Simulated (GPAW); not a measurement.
The system is BN.

```xyz
2
Lattice="0.0000 1.8130 1.8130 1.8130 0.0000 1.8130 1.8130 1.8130 0.0000" Properties=species:S:1:pos:R:3 pbc="T T T"
N     0.9065    0.9065    0.9065
B     0.0000    0.0000    0.0000
```

The cell is a database's computed one.

- Program: GPAW 26.7.0
- Task: relaxation of cell and atoms
- Functional: PBEsol
- Dispersion: D3(BJ)
- Potentials or basis: PAW data sets generated in the run's folder for this functional
- Cutoff: 800 eV
- Basis: pw
- k mesh: 13 × 13 × 13
- Occupations: fermi-dirac, width 0.05 eV
- Spin: no spin polarisation

At the start: pressure -11.4 GPa; volume 5.96 Å³/atom.

Problem. How do energy, volume and symmetry change on relaxing?

Solution. Over 3 steps the energy falls by 5.0 meV/atom and the volume is 5.78 Å³/atom (-3.0 %); space group F-43m (No. 216, to 0.05 Å).

The path:
| step | energy change (eV) | largest force (eV/Å) | pressure (GPa) | volume (Å³) |
| --- | --- | --- | --- | --- |
| 1 | 0.0000 | 0.0000 | -11.42 | 11.92 |
| 2 | -0.0057 | 0.0000 | -8.13 | 11.81 |
| 3 | -0.0099 | 0.0000 | 0.22 | 11.56 |

Final structure:
```
N B
1.0
     0.00000    1.79440    1.79440
     1.79440    0.00000    1.79440
     1.79440    1.79440    0.00000
N B
1 1
Direct
  0.25000 0.25000 0.25000
  0.00000 0.00000 0.00000
```

Caveat: later steps reuse the first step's grids.
